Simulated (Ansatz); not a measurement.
# BP: band gap under strain

How does strain move the band edges of BP built on the zincblende prototype, and do the functionals agree on it? States: no strain; -2.5 % equal strain in all directions; -2.0 % strain along [111] alone.

Program: Ansatz 0.2.0. PAW datasets, plane waves. Calculated at 0 K for a non-magnetic cell.

**1. The cell**

The unstrained cell was relaxed with r2SCAN; in each strained cell the atoms were relaxed again with r2SCAN. Names of k-points are those of the unstrained zone, where strain can split equivalent points. First state: no strain.

It is cubic, F-43m (No. 216); a = 4.537 Å in the conventional setting, 11.67 Å³ an atom. Near B stand 4 P at 1.96 Å; near P stand 4 B at 1.96 Å.

Structure file:

```cif
data_structure
_symmetry_space_group_name_H-M 'F-43m'
_symmetry_Int_Tables_number 216
_cell_length_a 4.5366
_cell_length_b 4.5366
_cell_length_c 4.5366
_cell_angle_alpha 90.000
_cell_angle_beta 90.000
_cell_angle_gamma 90.000
_cell_volume 93.37
loop_
_atom_site_label
_atom_site_type_symbol
_atom_site_symmetry_multiplicity
_atom_site_Wyckoff_symbol
_atom_site_fract_x
_atom_site_fract_y
_atom_site_fract_z
_atom_site_occupancy
B1 B 4 a 0.00000 0.00000 0.00000 1
P1 P 4 d 0.25000 0.25000 0.75000 1
```

**2. No strain: PBE**

Input file input.yaml:

```yaml
crystal:
  lattice:
    - [0.0, 2.2683156866, 2.2683156866]
    - [2.2683156866, 0.0, 2.2683156866]
    - [2.2683156866, 2.2683156866, 0.0]
  atoms:
    - { symbol: B, position: [0.0, 0.0, 0.0] }
    - { symbol: P, position: [0.25, 0.25, 0.25] }
kpoints:
  mp_grid: { grid: [10, 10, 10] }
  band_path:
    path:
      - [0.0, 0.0, 0.0]
      - [-0.5, -0.5, 0.0]
      - [-0.375, -0.375, 0.25]
      - [-0.375, 0.0, 0.375]
      - [0.0, 0.0, 0.5]
      - [-0.5, -0.25, 0.25]
      - [0.0, 0.4, 0.4]
    npoints: 1
hamiltonian:
  xc: pbe
scf:
  occupations: { method: fermi_dirac, width: 0.02 }
  n_extra_bands: 4
output:
  forces: true
  stress: true
  eigenvalues: true
```

The run is started by

```
$ ansatz run input.yaml --threads 2 --pin off --max-ram 2211MiB --backend cpu --events-out ev --progress --plain --runs-dir out
```

After this run come: No strain: r2SCAN; No strain: HSE06; No strain: G0W0@PBE; -2.5 % equal strain in all directions: PBE; -2.5 % equal strain in all directions: r2SCAN; -2.5 % equal strain in all directions: HSE06; -2.5 % equal strain in all directions: G0W0@PBE; -2.0 % strain along [111] alone: PBE; -2.0 % strain along [111] alone: r2SCAN; -2.0 % strain along [111] alone: HSE06; -2.0 % strain along [111] alone: G0W0@PBE.

Before running it: what results should come out?

As calculated:

Least gap in eV (negative: overlap), with the change from the unstrained cell in brackets. G0W0 is on its own coarse mesh.

| state | volume change (%) | PBE | r2SCAN | HSE06 | G0W0 |
| --- | --- | --- | --- | --- | --- |
| no strain | +0.0 | 1.24 | 1.42 | 1.97 | 1.99 |
| -2.5 % equal strain in all directions | -7.3 | 1.14 (-0.10) | 1.31 (-0.11) | 1.87 (-0.10) | 1.82 (-0.17) |
| -2.0 % strain along [111] alone | -2.0 | 1.08 (-0.16) | 1.25 (-0.17) | 1.81 (-0.16) | 1.77 (-0.22) |

In words: With HSE06, of the states in the table -2.0 % strain along [111] alone shifts the gap most, by -0.160 eV. PBE and HSE06 differ by 0.73 eV on the unstrained gap, and by at most 0.00 eV on its change: PBE follows the response to strain far better than the gap itself. G0W0 values are finite-basis, finite-mesh values.
